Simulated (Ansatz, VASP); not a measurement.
**PbSe: VASP beside Ansatz**

File INCAR:

```
SYSTEM = PbSe
ALGO = Normal ; EDIFF = 1E-6
EDIFFG = -0.01 ; ENCUT = 600
GGA = PS ; IBRION = 2
ISIF = 4 ; ISMEAR = 0
LASPH = .TRUE. ; LCHARG = .FALSE.
LREAL = .FALSE. ; LWAVE = .FALSE.
NELM = 100 ; NSW = 60
PREC = Accurate ; SIGMA = 0.05
```

File KPOINTS:

```
k-points
0
G
  6 6 8
  0 0 0
```

POSCAR

```
PbSe
1.0
    5.2995501948      0.0000000000      0.0000000000
    0.0000000000      5.2995501948      0.0000000000
    0.0000000000      0.0000000000      4.0684226816
Pb Se
2 2
Direct
    0.5000000000      0.0000000000      0.3385826611
    0.0000000000      0.5000000000      0.6614173389
    0.0000000000      0.0000000000      0.0000000000
    0.5000000000      0.5000000000      0.0000000000
```

Input for Ansatz:

```yaml
crystal:
  lattice:
    - [5.2995501948, 0.0, 0.0]
    - [0.0, 5.2995501948, 0.0]
    - [0.0, 0.0, 4.0684226816]
  atoms:
    - { symbol: Pb, position: [0.5, 0.0, 0.3385826611] }
    - { symbol: Pb, position: [0.0, 0.5, 0.6614173389] }
    - { symbol: Se, position: [0.0, 0.0, 0.0] }
    - { symbol: Se, position: [0.5, 0.5, 0.0] }
basis:
  ecutwfc: 420
  ecutrho_ratio: 4
kpoints:
  mp_grid: { grid: [6, 6, 8] }
hamiltonian:
  xc: pbesol
scf:
  occupations: { method: gaussian, width: 0.05 }
output:
  forces: true
  stress: true
  eigenvalues: true
relax:
  f_tol: 0.01
  max_steps: 40
  cell: { stress_tol: 0.1, fix: [volume] }
```

Alike in both runs: task relaxation of shape and atoms at fixed volume; functional PBEsol; k mesh 6 × 6 × 8; occupations gaussian, width 0.05 eV; no spin polarisation.

```csv
,VASP,Ansatz
version,VASP 6.6.1,Ansatz 0.2.0
potentials or method,"VASP PAW PBE potentials, release 64 (Pb_d, Se)","scalar-relativistic, plane waves, PAW"
plane-wave cutoff (eV),600,420
valence electrons in the cell,40,60
```

Ansatz gave:

```
gap on the k mesh at the Fermi level, each at its own relaxed structure (eV) : 0.27
relaxed volume (Å³/atom)                                                     : 28.57
relaxed cell length with the largest relative difference (Å)                 : 4.097
```

What did VASP give for the same quantities?

gap on the k mesh at the Fermi level, each at its own relaxed structure (eV): 0.26; relaxed volume (Å³/atom): 28.57; relaxed cell length with the largest relative difference (Å): 4.095.

The two sets of potentials don't hold the same shells in valence.

Caveats: the PAW data sets were made with another functional, which shifts forces and pressure a little (VASP); spin-orbit coupling is left out, which as a rule narrows the gap of such compounds by several tenths of an eV.
